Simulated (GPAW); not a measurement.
HfN: single point with PBE

The system is HfN.

```
Hf N
1.0
     0.00000    2.25600    2.25600
     2.25600    0.00000    2.25600
     2.25600    2.25600    0.00000
Hf N
1 1
Cartesian
  0.0000 0.0000 0.0000
  2.2560 2.2560 2.2560
```

| Property | Result |
| --- | --- |
| Program | GPAW 26.7.0 |
| Task | single point |
| Functional | PBE |
| Potentials or basis | GPAW PAW data sets (gpaw-data 1.2.1) |
| Cutoff | 800 eV |
| Basis | pw |
| k mesh | 10 × 10 × 10 |
| Occupations | gaussian, width 0.028 eV |
| Spin | no spin polarisation |
| Maxiter | 150 |

```
Pressure               : 6.7 GPa
Band gap on the k mesh : none (metal or under the smearing width)
```

Levels at points of the mesh, in eV from the Fermi level:
```tsv
k point	band 6	band 7	band 8	band 9	band 10	band 11	band 12	band 13
(0.00, 0.00, 0.00)	-3.06	-3.06	-3.06	-0.39	-0.39	-0.39	1.82	1.93
(0.50, 0.50, 0.00)	-5.49	-3.87	-3.74	-3.74	4.06	5.49	5.49	5.59
(0.50, 0.50, 0.50)	-8.94	-6.25	-6.25	3.24	3.67	3.67	4.42	8.80
```

Run time: 18 s on 1 thread of Arm Neoverse V2, on a shared host, peak memory 0.16 GiB.

Spin-orbit coupling is left out, which matters for the levels of Hf.
